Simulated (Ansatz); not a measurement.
# Te: stress in a strained cell

Aim: deform Te (equal xy, yz and zx engineering shear strains of -1 %) and compute stress, forces and field gradients with LAPW, PAW and all-electron datasets made for the crystal.

Computed with Ansatz 0.2.0 (DFT LDA, scalar-relativistic, unless a step's input says otherwise).

## (1) Starting point

It takes space group P3_121 (No. 152, trigonal). Conventional cell: a = 4.458 Å, b = 4.458 Å, c = 5.925 Å, α = 90.00°, β = 90.00°, γ = 120.00°. Around Te (site symmetry 2) lie 2 Te at 2.79 Å.

As a file:

```xyz
3
Lattice="4.4580 0.0000 0.0000 -2.2290 3.8607 0.0000 0.0000 0.0000 5.9250" Properties=species:S:1:pos:R:3 pbc="T T T"
Te    3.3212    0.0000    1.9750
Te   -1.6606    2.8763    3.9500
Te    0.5684    0.9845    0.0000
```

Atoms are numbered in the order of the input: Te1, Te2, Te3.

## (2) After the deformation

Space group P3_121 before, P1 after.

## (3) Full-potential LAPW

File input.yaml:

```yaml
crystal:
  lattice:
    - [4.4579994587, -0.0222899973, -0.0222899973]
    - [-2.2483034333, 3.87188578, -0.0081587053]
    - [-0.029625, -0.029625, 5.925]
  atoms:
    - { symbol: Te, position: [0.745, 0.0, 0.3333333333] }
    - { symbol: Te, position: [0.0, 0.745, 0.6666666667] }
    - { symbol: Te, position: [0.255, 0.255, 0.0] }
kpoints:
  mp_grid: { grid: [9, 9, 6] }
  band_path:
    path:
      - [0.0, 0.0, 0.0]
      - [0.0, 0.0, 0.5]
      - [-0.5, 0.5, 0.0]
      - [0.0, 0.0, 0.0]
      - [0.0, -0.5, 0.0]
      - [-0.5, 0.0, 0.5]
      - [0.0, 0.0, 0.0]
      - [-0.5, 0.0, 0.0]
      - [0.0, -0.5, 0.5]
    npoints: 5
scf:
  occupations: { method: fermi_dirac, width: 0.08 }
hamiltonian:
  xc: lda
  pseudopotentials: { kind: all_electron, lapw: { basis_error: 0.0005 } }
output:
  forces: true
  stress: true
  eigenvalues: true
```

Command:

```console
$ ansatz run input.yaml --threads 1 --pin off --max-ram 4096MiB --backend cpu --events-out ev --progress --plain --runs-dir out
```

## (4) Frozen-core PAW

File input.yaml:

```yaml
crystal:
  lattice:
    - [4.4579994587, -0.0222899973, -0.0222899973]
    - [-2.2483034333, 3.87188578, -0.0081587053]
    - [-0.029625, -0.029625, 5.925]
  atoms:
    - { symbol: Te, position: [0.745, 0.0, 0.3333333333] }
    - { symbol: Te, position: [0.0, 0.745, 0.6666666667] }
    - { symbol: Te, position: [0.255, 0.255, 0.0] }
kpoints:
  mp_grid: { grid: [9, 9, 6] }
scf:
  occupations: { method: fermi_dirac, width: 0.08 }
hamiltonian:
  xc: lda
  pseudopotentials: { kind: paw }
output:
  forces: true
  stress: true
  eigenvalues: true
  efg: { contact_densities: true }
```

## (5) Datasets made for this crystal

Changes to input.yaml since step 4:

```diff
@@ -15,3 +15,3 @@
   xc: lda
-  pseudopotentials: { kind: paw }
+  pseudopotentials: { kind: all_electron, datasets: crystal }
 output:
```

(Steps that only read results are left out.)

**Question.** What will these runs give? Wanted: pressure; largest shear or deviatoric stress.

As calculated:

```
                                 quantity                                              value
                                 pressure  LAPW -0.29, PAW -0.31, crystal datasets -0.29 GPa
largest shear or deviatoric stress (LAPW)                                           0.51 GPa
```

In words: The largest part of the stress beyond the pressure is 0.51 GPa in size, in the yz component; the atoms are carried along and not relaxed. No run of the undeformed cell stands beside it, so the pressure holds what the given cell had before the change. PAW: stress within 0.02 GPa of LAPW, forces within 1 meV/Å. Crystal datasets: stress within 0.01 GPa of LAPW, forces within 1 meV/Å. Spin-orbit coupling is left out, though the cell holds Te; in elements this heavy it can shift bands and gaps by tenths of an eV.
